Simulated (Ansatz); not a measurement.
Yb under changes of volume

One of the cells (41.281 Å³/atom); the others are scaled copies at fixed shape and fractional positions:

```
CELL_PARAMETERS angstrom
0.00000 2.74310 2.74310
2.74310 0.00000 2.74310
2.74310 2.74310 0.00000
ATOMIC_POSITIONS crystal
Yb 0.00000 0.00000 0.00000
```

```yaml
Program: Ansatz 0.2.0
Functional: PBE
Potentials_or_basis: all-electron LAPW, scalar-relativistic
Cutoff: 183 eV (chosen from the basis error)
Basis_error_allowed: 0.0005 eV/atom
k_mesh: 8 × 8 × 8
Occupations: fermi-dirac, width 0.05 eV
Spin: collinear spin, ferromagnetic start
Starting_moments: "[1.0] μB"
```

```csv
volume (Å³/atom),energy over the lowest point (meV/atom),pressure (GPa)
38.805,0.00,-1.4
39.630,8.18,-1.7
40.456,17.72,-1.9
41.281,28.49,-2.1
42.107,40.35,-2.3
42.933,?,?
43.758,66.88,-2.7
```

Task: What does the run at 42.933 Å³/atom give?

Result: Energy over the lowest point 53.18 meV/atom; pressure -2.5 GPa.

Worked out: A Birch-Murnaghan fit of order 3 (a polynomial in V^(-2/3)) to the other rows has no minimum within the range. It gives 53.19 meV/atom at 42.933 Å³/atom, against the run's 53.18, and -dE/dV = -2.6 GPa, against -2.5.

Energies are extrapolated to zero smearing.

Caveats: an open f shell can end in a state above the lowest; the starting moments weren't kept.
